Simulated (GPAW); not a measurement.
Set up this calculation in GPAW 26.7.0, as an ASE script.

| Quantity | Value |
| --- | --- |
| Task | relaxation of cell and atoms |
| Functional | PBEsol |
| Dispersion | D4 |
| Potentials or basis | PAW data sets generated in the run's folder for this functional |
| Cutoff | 800 eV |
| Basis | pw |
| k mesh | 7 × 7 × 6 |
| Occupations | fermi-dirac, width 0.05 eV |
| Spin | no spin polarisation |
| Maxiter | 150 |
| Optimizer | BFGS |
| Fmax | 0.02 eV/Å |
| Max steps | 60 |
| Convergence | density=1e-05 forces=0.0001 |

The system is MgB2.

```xyz
3
Lattice="3.0850 0.0000 0.0000 -1.5425 2.6717 0.0000 0.0000 0.0000 3.5230" Properties=species:S:1:pos:R:3 pbc="T T T"
Mg    0.0000    0.0000    0.0000
B     1.5425    0.8906    1.7615
B     0.0000    1.7811    1.7615
```

These files were run (other wordings do the same):

run.py

```python
from ase import Atoms
from ase.calculators.mixing import SumCalculator
from ase.filters import FrechetCellFilter
from ase.io import write
from ase.optimize import BFGS
from dftd4.ase import DFTD4
from gpaw import GPAW, PW, setup_paths

setup_paths.insert(0, '.')

atoms = Atoms(['Mg', 'B', 'B'],
              cell=[[3.085, 0.0, 0.0],
                    [-1.5425, 2.6716883707, 0.0],
                    [0.0, 0.0, 3.523]],
              scaled_positions=[[0.0, 0.0, 0.0],
                                [0.6666666667, 0.3333333333, 0.5],
                                [0.3333333333, 0.6666666667, 0.5]],
              pbc=True)

calc = GPAW(mode=PW(800),
            xc='PBEsol',
            kpts={'size': (7, 7, 6), 'gamma': True},
            occupations={'name': 'fermi-dirac', 'width': 0.05},
            nbands=17,
            convergence={'density': 1e-05, 'forces': 0.0001},
            maxiter=150,
            txt='gpaw.txt')
atoms.calc = SumCalculator([calc, DFTD4(method='pbesol')])
opt = BFGS(FrechetCellFilter(atoms), trajectory='relax.traj', logfile='-')
done = opt.run(fmax=0.02, steps=60)
calc.write('gs.gpw')
write('result.traj', atoms)
print('Converged:', done)
print('Cell:', atoms.cell.cellpar().round(4))
print('Volume:', round(atoms.get_volume(), 4))
print(atoms.get_scaled_positions().round(5))
```

Potentials or basis: PAW data sets generated in the run's folder for this functional, pw.

The run is started by

```sh
$ gpaw-setup -f PBEsol B Mg
$ OMP_NUM_THREADS=1 python run.py
```

It gave:

The relaxed volume is 9.34 Å³/atom and the relaxed cell is a = 3.049 Å, b = 3.049 Å, c = 3.478 Å, α = 90.00°, β = 90.00°, γ = 120.00°. The space group after relaxing (to 0.05 Å) is P6/mmm (No. 191). The energy gained by relaxing is 5.8 meV/atom, the ionic steps are 7 and the pressure after relaxing is -0.1 GPa. The band gap on the k mesh is none (metal or under the smearing width). The dispersion energy per atom is -0.129 eV.

Caveat: later steps reuse the first step's grids; pairwise dispersion overbinds metals, which lowers pressure and volume.

It took 4.8 min on 1 thread of Intel(R) Xeon(R) Processor @ 2.50GHz (Skylake/Cascade Lake), on a shared host, peak memory 0.32 GiB.
